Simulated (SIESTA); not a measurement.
Crystal: Bi2Se3 (Paraguanajuatite).

```
Bi Se
1.0
     2.07150    1.19598    9.54533
    -2.07150    1.19598    9.54533
     0.00000   -2.39196    9.54533
Bi Se
2 3
Cartesian
  0.0000 0.0000 17.1587
  0.0000 0.0000 11.4773
  0.0000 0.0000 22.5738
  0.0000 0.0000 6.0622
  0.0000 0.0000 0.0000
```

| Item | Value |
| --- | --- |
| Program | SIESTA 5.4.2 |
| Task | single point |
| Functional | PBEsol |
| Potentials or basis | PseudoDojo 0.4 standard (PBEsol files) |
| Basis | DZP (energy shift 0.003 Ry; two zetas on semicore shells) |
| Grid cutoff | 500 Ry |
| Energy shift | 0.003 Ry |
| k mesh | 8 × 8 × 8 |
| Occupations | fermi-dirac, width 0.05 eV |
| Spin | no spin polarisation |

On this cell: pressure 1.4 GPa; largest force 0.427 eV/Å; band gap on the k mesh 0.16 eV, direct.

The same run follows on a disturbed copy (atoms moved at random, drawn with an rms of 0.05 Å):

```
Bi Se
1.0
     2.07150    1.19598    9.54533
    -2.07150    1.19598    9.54533
     0.00000   -2.39196    9.54533
Bi Se
2 3
Direct
  0.59792 0.59798 0.59907
  0.40222 0.39696 0.39972
  0.79837 0.79320 0.77654
  0.21449 0.20833 0.21334
  0.99871 0.00463 0.99892
```

Task: What changes?

Result: The energy moves by +3.0 meV/atom; pressure 1.3 GPa; largest force 0.704 eV/Å; band gap on the k mesh 0.29 eV, direct.

Forces in eV/Å, atoms in the order of the input:
```
Bi   0.044 -0.027  0.702
Bi  -0.028  0.132  0.073
Se  -0.021 -0.180  0.028
Se  -0.077  0.050 -0.562
Se   0.081  0.024 -0.240
```

Stress tensor (GPa, compression positive):
```
 1.65 -0.03  0.05
-0.03  1.15 -0.45
 0.05 -0.45  1.02
```

Caveats: spin-orbit coupling is left out, which as a rule narrows the gap of such compounds by several tenths of an eV; the basis of atomic orbitals isn't converged, which shifts pressures, moduli and gaps.

A k mesh can miss the band edges.
